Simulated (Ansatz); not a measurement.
Crystal: Rh.

```xyz
1
Lattice="0.0000 1.8979 1.8979 1.8979 0.0000 1.8979 1.8979 1.8979 0.0000" Properties=species:S:1:pos:R:3 pbc="T T T"
Rh    0.0000    0.0000    0.0000
```

Base run:

| Property | Result |
| --- | --- |
| Program | Ansatz 0.2.0 |
| Functional | LDA |
| Potentials or basis | all-electron LAPW, scalar-relativistic |
| Cutoff | 278 eV |
| Density cutoff | 1111 eV |
| Basis error allowed | 0.001 eV/atom |
| k mesh | 12 × 12 × 12 |
| Occupations | fermi-dirac, width 0.05 eV |
| Spin | no spin polarisation |

Its results: pressure -9.9 GPa.

After a change of settings the same cell gave: pressure 21.3 GPa. Which change was it?
A. functional from LDA to PBE; occupations from fermi-dirac, width 0.05 eV to gaussian, width 0.026 eV
B. functional from LDA to revPBE
C. functional from LDA to BLYP
D. occupations from fermi-dirac, width 0.05 eV to methfessel-paxton, width 0.1 eV; dispersion from none to D3(BJ)

C.

BLYP binds less tightly than LDA, so the same cell stands under more pressure.

Caveats: so large a pressure means that the cell lies far from this level's equilibrium, or that cutoff or potentials fall short (some runs).

Not every run made on this cell is shown here.
